VASP 6.6.1, Kohn–Sham DFT with PAW potentials for bulk 2H-MoTe₂ (P6₃/mmc, 6 atoms) at one fixed geometry, without spin polarisation, spin–orbit coupling or dispersion correction. The plane-wave cutoff is 520 eV, the k mesh 9×9×2 and the smearing width 0.05 eV (Fermi–Dirac or Gaussian). Gaps are taken along the path Γ–M–K–Γ–A–L–H–A, L–M, K–H.

```tsv
functional	potentials	gap on path (eV)	direct gap on path (eV)
LDA	VASP PAW LDA potentials, recommended	0.673	1.034
PBE	VASP PAW PBE potentials, recommended, release 54	0.720	1.041
revPBE	VASP PAW PBE potentials, recommended	0.724	1.042
RPBE	VASP PAW PBE potentials, recommended	0.734	1.043
BLYP	VASP PAW PBE potentials, recommended	0.746	1.040
r2SCAN	VASP PAW PBE potentials, recommended	0.815	1.128
AM05	VASP PAW PBE potentials, recommended	0.703	1.038
LMBJ	VASP PAW PBE potentials, recommended	0.666	1.120
TB-mBJ	VASP PAW PBE potentials, recommended	0.830	1.058
```

## Two gaps, two sensitivities

The "gap on path" is the smallest energy from any occupied to any empty state along the band path. The "direct gap on path" requires both states to have the same wave vector. The first is the smaller in every row, so at this fixed geometry 2H-MoTe₂ is an indirect semiconductor at each level. The first governs how many carriers heat creates; the second is the relevant one for strong optical absorption.

LDA and the five GGAs, from AM05 to BLYP, agree on the direct gap within 0.01 eV. Their indirect gaps spread over 0.07 eV. The choice among these functionals therefore hardly matters for the first optical estimate, but it does matter for the indirect gap.

The band structure suggests why. The smallest direct gap is known to lie at or near the zone corner K, where both edges consist mainly of Mo 4d orbitals. A change in the local potential moves them largely together, and their difference survives. The valence top lies instead at the zone centre Γ and mixes Mo 4d with Te 5p orbitals that point across the layers. The indirect gap thus compares states of different composition, which respond differently to the same change.

## From PBE to r2SCAN or TB-mBJ

To compare functionals on one known set of wave vectors, take the gaps on the regular k mesh of the same runs. From PBE to r2SCAN the indirect gap rises by 0.11 eV and the direct gap by 0.09 eV. From PBE to TB-mBJ the indirect gap rises by 0.10 eV, but the direct gap by only 0.02 eV. The two meta-GGAs agree on the indirect gap and disagree on the direct one.

This matters if PBE bands are to be corrected by a scissors shift, which moves all empty bands up by one amount. Such a shift reproduces the step to r2SCAN within about 0.02 eV. For TB-mBJ a shift set to the direct gap leaves the indirect gap 0.09 eV too low, which is most of the step.

Theory offers a reason for the contrast. TB-mBJ supplies one local potential for all orbitals, so two Mo 4d states at K still move nearly together. In r2SCAN the energy depends on the kinetic-energy density, and the resulting operator acts on the gradients of each orbital. It can separate two states of the same shell more strongly. The gaps fit this explanation, though they don't isolate the operator's contribution.

## What the k mesh costs in accuracy

The indirect gap on the mesh is too large by 0.05 to 0.07 eV, measured against the path, in every row except LMBJ. That is comparable to the spread among LDA and the GGAs. The conduction minimum of bulk MoTe₂ is known to lie roughly halfway between Γ and K, and a 9×9 mesh centred on Γ has no point there.

Geometry gives an estimate of the error. The reciprocal lattice vector has the length $b=4\pi/(\sqrt3\,a)$, where $a=3.518$ Å is the in-plane lattice constant. Mesh points are $b/9$ apart, and the halfway point lies midway between two of them. The distance to the nearest one is therefore $\delta k=b/18=0.115$ Å⁻¹.

Near its minimum the band is a parabola, so the missed energy is

$$\Delta E=\frac{\hbar^2\,\delta k^2}{2m}\approx 3.8\times0.115^2\ \text{eV}\approx0.05\ \text{eV}$$

when the effective mass $m$ equals the free-electron mass; half that mass gives 0.10 eV. No constant was adjusted to any row, and the result has the right size. It isn't a proof, because K is a mesh point too. If the conduction band is lower at K than at the points around the minimum, K sets the mesh gap, and the error is the energy step between the two valleys. The gaps alone don't tell which case holds, nor why the error varies by 0.02 eV between functionals. The spacing of points along the path may contribute, so path gaps that differ by less than about 0.02 eV are best not ranked.

The direct gap escapes this error because K belongs to the 9×9 mesh. A 12×12 mesh centred on Γ contains both K and the halfway point. It has $144/81\approx1.8$ times as many in-plane points before symmetry is used, a moderate price for removing most of the error if the minimum lies close to the halfway point. The analysis printed below lists the mesh error and the steps between functionals row by row.

## A row to recalculate

LMBJ has the lowest indirect gap on the path, 0.67 eV, but on the mesh it agrees with TB-mBJ within 0.005 eV. Its direct gap also differs between path and mesh, by 0.07 eV, whereas the other rows agree within 0.001 eV. The low path gap should therefore not be read as a property of the functional. The band step needs to be repeated before this row is used; the cause of the mismatch is open.

## Accuracy for a purpose

For the direct gap, spin-orbit coupling comes before a change of GGA. In a single layer it splits the valence band at K and lowers the gap by roughly 0.1 eV, a recalled size that is about ten times the spread among LDA and the GGAs. In the bulk, coupling between the layers already splits these bands, so the gap should fall by somewhat less. PBE's 1.04 eV would then become 0.9 to 1.0 eV. Two-component orbitals double both the number of bands and the coefficients in each, so the work grows about fourfold where it scales with their product, and eightfold where the number of bands enters squared.

For thermally created carriers, small energies count exponentially. At equal band masses their density varies as $\exp(-E_g/2k_BT)$, with $E_g$ the indirect gap, $k_B$ Boltzmann's constant and $T$ the temperature. The path gaps of PBE and TB-mBJ differ by 0.11 eV, and at room temperature $k_BT$ is about 0.026 eV. The predicted densities differ by $\exp(0.11/0.052)$, or about a factor of eight. A GGA is enough to recognise this crystal as a semiconductor, but too uncertain for its carrier density.

A rough recalled measured indirect gap is 0.9 eV. LDA and GGA gaps are usually too small, in part because the potential lacks the jump that an added electron should cause. PBE falls short of the measured value by about 0.2 eV, r2SCAN and TB-mBJ by less than 0.1 eV. This favours these two meta-GGAs only weakly, because spin-orbit coupling and temperature are left out and the structure is held fixed. Relaxing the cell would change the layer spacing, and with it the valence top at Γ. TB-mBJ and LMBJ define only a potential and no energy, so they can't supply a relaxed structure; it must come from another functional. A GGA needs a dispersion correction for this, because it hardly binds the layers by itself.

LDA and the GGAs cost about the same. The meta-GGAs add the kinetic-energy density to each step but keep the same scaling with cell size. The first thing to secure is a band path or k mesh that contains both band edges. What comes next depends on the purpose. For the direct gap it is spin-orbit coupling, and then the question whether to trust r2SCAN's rise of 0.09 eV, which TB-mBJ doesn't share. For the indirect gap the step from PBE to r2SCAN or TB-mBJ, about 0.1 eV, deserves at least as much attention.

Printed output of the fit:

```
Gaps on the mesh and their difference from the path in eV:
     row  indirect mesh  direct mesh  indirect mesh less path  direct path less mesh
     LDA         0.7472        1.034                   0.0742                -0.0004
     PBE         0.7769        1.041                   0.0569                 0.0004
  revPBE          0.795        1.042                    0.071                -0.0004
    RPBE         0.8019        1.043                   0.0679                -0.0001
    BLYP         0.8039         1.04                   0.0579                -0.0003
  r2SCAN         0.8867        1.128                   0.0717                -0.0001
    AM05          0.776        1.038                    0.073                -0.0001
    LMBJ         0.8756        1.055                   0.2096                 0.0654
  TB-mBJ         0.8804        1.058                   0.0504                      0
Steps from PBE in eV:
     row  indirect mesh  direct mesh  miss of a scissors shift  indirect path
     LDA        -0.0297      -0.0062                   -0.0235         -0.047
     PBE              0            0                         0              0
  revPBE         0.0181       0.0018                    0.0163          0.004
    RPBE          0.025       0.0025                    0.0225          0.014
    BLYP          0.027      -0.0003                    0.0273          0.026
  r2SCAN         0.1098       0.0875                    0.0223          0.095
    AM05        -0.0009      -0.0025                    0.0016         -0.017
    LMBJ         0.0987        0.014                    0.0847         -0.054
  TB-mBJ         0.1035       0.0174                    0.0861           0.11
spread of the direct path gap over LDA and GGAs in eV: 0.009
spread of the indirect path gap over LDA and GGAs in eV: 0.073
smallest mesh error of the indirect gap without LMBJ in eV: 0.0504
largest mesh error of the indirect gap without LMBJ in eV: 0.0742
variation of that mesh error between rows in eV: 0.0238
distance of the nearest mesh point from the halfway point in 1/A: 0.1146
estimated mesh error for one electron mass in eV: 0.05001
estimated mesh error for half an electron mass in eV: 0.1
TB-mBJ less LMBJ for the indirect gap on the mesh in eV: 0.0048
TB-mBJ less LMBJ for the indirect gap on the path in eV: 0.164
rough spin-orbit lowering at K over the LDA and GGA spread of the direct gap: 11.11
rough shortfall of PBE from a recalled indirect gap of 0.9 eV in eV: 0.18
rough shortfall of TB-mBJ from the same recalled gap in eV: 0.07
```
